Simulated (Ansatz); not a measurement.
# Al (Im-3m) in Ansatz: a series of runs

Runs on Al. Level: PBE. Tasks: single point, relaxation of cell and atoms.

Program: Ansatz 0.2.0. These are calculated values, not measurements. Logs are shortened: lines on timing, memory, paths and dates and some standing lists are left out, and cuts for length are marked.

## 1. Starting point

Symmetry: Im-3m, No. 229, cubic system. The conventional cell has a = 3.182 Å, b = 3.182 Å, c = 3.182 Å, α = 90.00°, β = 90.00°, γ = 90.00°. Al (site symmetry m-3m) is surrounded by 8 Al at 2.76 Å.

This isn't the form of Al at room conditions, which is fcc.

## 2. Single point, PBE

File input.yaml:

```yaml
crystal:
  lattice:
    - [-1.59121869, 1.59121869, 1.59121869]
    - [1.59121869, -1.59121869, 1.59121869]
    - [1.59121869, 1.59121869, -1.59121869]
  atoms:
    - { symbol: Al, position: [0.0, 0.0, 0.0] }
hamiltonian:
  xc: pbe
  pseudopotentials: { kind: paw }
kpoints:
  mp_grid: { grid: [12, 12, 12] }
scf:
  occupations: { method: gaussian, width: 0.011 }
output:
  forces: true
  stress: true
  eigenvalues: true
```

Potentials or basis: Ansatz PAW.

On the command line:

```console
$ ansatz run input.yaml --threads 2 --pin off --max-ram 5632MiB --backend cpu --events-out ev --progress --plain --runs-dir out
```

The log of the run:

```text
Warning: RAYON_NUM_THREADS=2 ignored (pool sized by the plan → 2); use --threads N
Engine: ansatz 0.2.0, aarch64-unknown-linux-gnu
Pseudopotentials: kind: paw
Pseudopotential: Al, paw, valence charge 3, recommended cutoff 420 eV (normal), Al.paw.azcp
Functional definition: PBE
  parameter kappa = 0.804
  parameter beta = 0.06672455060314922
  exchange = pbe_x(kappa = kappa, mu = beta*pi^2/3)
  correlation = pbe_c(beta = beta)
Crystal: 1 atoms, lattice volume = 16.116 Å³
Basis set: ecut = 420 eV, 321 PW (Γ), exchange–correlation on 40×40×40 points (8 copies of the dense FFT grid, shifted against one another)
Bands: 6, of which v1, the nominal top of the filled ones, is band 2 counted from 1 (1 counted from 0)
Symmetry: 48 space group operations
Space group: Im-3m (ITA 229), of the structure as read, at distance tolerance 2.5e-5 Å
k-points: 72 of 1728
Non-local potential: Al, projectors of the file, l = 0: 2, l = 1: 2, l = 2: 1
PAW form: soft (Blöchl's): semilocal exchange-correlation on the pseudo side does not see the compensation charge
PAW one-centre angular grid: Al, 110 points (default); XC on 64 Gauss nodes
Initial density: superposition of atomic densities (neutral atoms: chi_scale 0, normalization atom), corrected by the library's trained network
Initial wavefunctions: pseudopotential atomic-orbital guess
Functional: x = pbe(κ = 0.804, μ = 0.2195149727645171), c = pbe(β = 0.06672455060314922)
SCF iter   1: F=—  HF=-537.392261 eV  |F-HF|=—  |Δ(HF+E_count)|=         —  Δρ=5.11e-4  dr2=2.20e-5  ethr=1.77e-3  ⟨swp⟩=4.9  Hψ=3904  notcnv=0
preconditioner: auto → none  [insulator: Δε(μ)=0.059 eV  Ē_g=13.433 eV  σ=0.011 eV  W_gap=0.71  n_scr=0 (ndim 8)  ℏωp=16.0 eV  f_vac=0.000  D(μ)=1.23/eV (n_scr^D=12)  ε∞_Penn≈2.4]
SCF iter   2: F=—  HF=-537.392266 eV  |F-HF|=—  |Δ(HF+E_count)|=   4.92e-6  Δρ=2.53e-4  dr2=5.26e-6  ethr=7.33e-7  ⟨swp⟩=2.0  Hψ=1182  notcnv=0  defer=13
iter 3 did not close the SCF: its close was put off for the readings that it lacked (scf_convergence_deferred on its scf_iter line)
SCF iter   3: F=-537.392270 eV  HF=-537.392270 eV  |F-HF|=1.71e-9  |Δ(HF+E_count)|=   3.96e-6  Δρ=9.33e-6  dr2=9.93e-9  ethr=1.75e-7  ⟨swp⟩=2.0  Hψ=516  notcnv=0  defer=13
iter 4 did not close the SCF: its close was put off for the readings that it lacked (scf_convergence_deferred on its scf_iter line)
SCF iter   4: F=-537.392270 eV  HF=-537.392270 eV  |F-HF|=6.42e-10  |Δ(HF+E_count)|=   1.76e-9  Δρ=3.15e-6  dr2=6.18e-10  ethr=3.31e-10  ⟨swp⟩=1.3  Hψ=429  notcnv=0  defer=13
iter 5 did not close the SCF: its close was put off for the readings that it lacked (scf_convergence_deferred on its scf_iter line)
SCF iter   5: F=-537.392270 eV  HF=-537.392270 eV  |F-HF|=2.27e-13  |Δ(HF+E_count)|=  6.96e-10  Δρ=4.98e-8  dr2=1.18e-13  ethr=2.06e-11  ⟨swp⟩=2.0  Hψ=517  notcnv=0  defer=13
SCF iter   6: F=-537.392270 eV  HF=-537.392270 eV  |F-HF|=1.14e-13  |Δ(HF+E_count)|=    0.00e0  Δρ=2.62e-9  dr2=7.91e-16  ethr=1.00e-12  ⟨swp⟩=2.1  Hψ=1476  notcnv=0
SCF 1 converged in 6 iterations: F = -537.392270 eV  dr2 = 7.91e-16
SCF converged after 6 iterations
Free energy (F): -537.392270 eV
Harris-Foulkes:  -537.392270 eV  (|F-HF|=1.14e-13)
Internal energy: -537.392195 eV  (E = F + TS)
E sigma→0 (E₀):  -537.392233 eV
Entropy (-TS):   -0.000074 eV (-0.074 meV/atom)
Fermi energy:    8.186591 eV
--- Per-component energies (eV) ---
  E_band       = 11.197202
  E_kinetic    = 23.059749
  E_local      = 10.292970  (includes V_loc(G=0)·N_el)
  E_nonlocal   = 10.555645
  E_hartree    = 0.069359
  E_xc         = -39.886773
  E_vxc        = -29.143446  (∫ρ·V_xc dr)
  E_paw        = -467.383798  (= ΣΔE_a)
  E_vpaw       = -3.706431  (= ΣTr[D̂ρ^β])
  E_aug_tail   = -0.000002  (compensation charges beyond the density's cutoff)
  E_ewald      = -74.099344
  E_smearing   = -0.000074  (= −TS)
  E_closure    = 0.000000  (closes the sum)
  Σ components = -537.392270   (vs F -537.392270, Δ=0.00e0)
--- Forces (eV/Å), atoms counted from 1 ---
  atom   1  Al    -0.00000000     0.00000000    -0.00000000
  max |Σ_I F_I| component: 7.45e-33 eV/Å
--- Stress (GPa, compression-positive) ---
        3.885584       0.000000      -0.000000
       -0.000000       3.885584       0.000000
        0.000000       0.000000       3.885584
  P = ⅓ Tr σ = 3.8856 GPa (38.856 kbar)
--- Band table (eV; the first three rows and the last of 72) ---
  k-point 0: bands = ["-3.0959", "21.4880", "21.4880", "21.4880", "23.2490", "23.2490"]
  k-point 1: bands = ["-2.8931", "19.3858", "20.3972", "20.7403", "22.3972", "23.3587"]
  k-point 2: bands = ["-2.2863", "15.9498", "19.0387", "19.3891", "21.0501", "22.2079"]
  k-point 71: bands = ["10.1050", "10.1050", "10.1050", "11.1219", "11.1219", "14.0707"]
```

It took 0.32 s on 2 threads of Arm Neoverse V2, shared host; peak memory 0.24 GiB.

What came out:

```yaml
Free_energy: -537.3923 eV
Pressure: 3.9 GPa
Band_gap_on_the_k_mesh: none (metal or under the smearing width)
```

## 3. Relaxation of cell and atoms, PBE

input.yaml, as its differences from that of step 2:

```diff
@@ -13,3 +13,3 @@
 scf:
-  occupations: { method: gaussian, width: 0.011 }
+  occupations: { method: fermi_dirac, width: 0.05 }
 output:
@@ -18 +18,5 @@
   eigenvalues: true
+relax:
+  f_tol: 0.01
+  max_steps: 40
+  cell: { stress_tol: 0.05 }
```

Potentials or basis: Ansatz PAW.

On the command line:

```console
$ ansatz run input.yaml --threads 2 --pin off --max-ram 5632MiB --backend cpu --events-out ev --progress --plain --runs-dir out
```

Wall time 1.1 s (2 threads of Arm Neoverse V2, shared host); peak memory 0.26 GiB.

The run converged. Its results:

* Free energy: -537.4037 eV
* Relaxed volume: 16.93 Å³/atom
* Relaxed cell: a = 2.802 Å, b = 2.802 Å, c = 2.802 Å, α = 109.47°, β = 109.47°, γ = 109.47°
* Space group after relaxing (to 0.05 Å): Im-3m (No. 229)
* Energy gained by relaxing: 9.4 meV/atom
* Ionic steps: 4
* Pressure after relaxing: 0.0 GPa
* Band gap on the k mesh: none (metal or under the smearing width)

Step by step:
| step | energy change (eV) | largest force (eV/Å) | volume (Å³) |
| --- | --- | --- | --- |
| 1 | 0.0000 | 0.0000 | 16.12 |
| 2 | -0.0090 | 0.0000 | 16.91 |
| 3 | -0.0090 | 0.0000 | 16.93 |
| 4 | -0.0094 | 0.0000 | 16.93 |

Final structure:
```xyz
1
Lattice="-1.6175 1.6175 1.6175 1.6175 -1.6175 1.6175 1.6175 1.6175 -1.6175" Properties=species:S:1:pos:R:3 pbc="T T T"
Al    0.0000    0.0000    0.0000
```

Levels at points of the mesh, in eV from the Fermi level:
```
              k point  band 1  band 2  band 3  band 4  band 5
   (0.00, 0.00, 0.00)  -10.92   13.04   13.04   13.04   14.37
  (0.00, 0.00, -0.50)   -4.19   -3.80    8.01    8.19    9.84
(-0.50, -0.50, -0.50)    1.86    1.86    1.86    3.04    3.04
```

Caveat: the plane-wave basis is chosen anew once the cell has moved, so the energies of steps on either side of that aren't comparable.
